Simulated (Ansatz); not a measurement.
Sb in Ansatz: the effect of functional

The system is Sb.

```
CELL_PARAMETERS angstrom
-1.56596 1.56596 2.69374
1.56596 -1.56596 2.69374
1.56596 1.56596 -2.69374
ATOMIC_POSITIONS crystal
Sb 0.00000 0.00000 0.00000
```

This isn't the form of Sb at room conditions, which is rhombohedral.

The cell isn't the ideal one: volume scaled by 0.98.

Alike in all runs:

```yaml
Program: Ansatz 0.2.0
Task: single point
Potentials_or_basis: Ansatz PAW
k_mesh: 12 × 12 × 12
Occupations: fermi-dirac, width 0.05 eV
Spin: no spin polarisation
```

```tsv
functional	cutoff	pressure (GPa)
LDA	420 eV (not typed: the program's choice for these potentials)	?
PBEsol	420 eV (not typed: the program's choice for these potentials)	0.0
r2SCAN	500 eV (not typed: the program's choice for these potentials)	2.6
```

Problem. What does the run with functional LDA give?

Solution. Pressure -1.2 GPa.

Caveats: the PAW data sets come from PBE, with cores solved anew for the run's functional, which leaves a small shift of forces and pressure.
